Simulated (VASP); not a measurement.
KF (Carobbiite), 2 atoms in the cell. It takes space group Fm-3m (No. 225, cubic). The conventional cell has a = 5.307 Å, b = 5.307 Å, c = 5.307 Å, α = 90.00°, β = 90.00°, γ = 90.00°. K (site symmetry m-3m) is surrounded by 6 F at 2.65 Å. Around F (site symmetry m-3m) lie 6 K at 2.65 Å.  The cell isn't the ideal one: relaxed again under DFT PBEsol, scalar-relativistic, plane waves, PAW.

| Item | Value |
| --- | --- |
| Program | VASP 6.6.1 |
| Task | single point |
| Functional | PBEsol |
| Potentials or basis | VASP PAW PBE potentials, release 64 (K_sv, F) |
| Cutoff | 520 eV |
| k mesh | 8 × 8 × 8 |
| Occupations | gaussian, width 0.02 eV |
| Spin | no spin polarisation |
| Dipole correction | no |
| Further INCAR settings | ALGO = Normal; EDIFF = 1e-06; NBANDS = 15 |

Potentials or basis: VASP PAW PBE potentials, release 64 (K_sv, F).

Command:

```bash
$ cat potpaw_PBE.64/K_sv/POTCAR potpaw_PBE.64/F/POTCAR > POTCAR
$ mpirun -np 1 vasp_std > vasp.out
```

Hardware: 1 thread of Intel(R) Xeon(R) Platinum 8488C (Sapphire Rapids), with other jobs on the host.

Task: How long does it take, and how much memory?

Result: Wall time 10 s on 1 thread of Intel(R) Xeon(R) Platinum 8488C (Sapphire Rapids) (shared host), peak memory 0.16 GiB. Counts: scf iterations 13, k points 29.
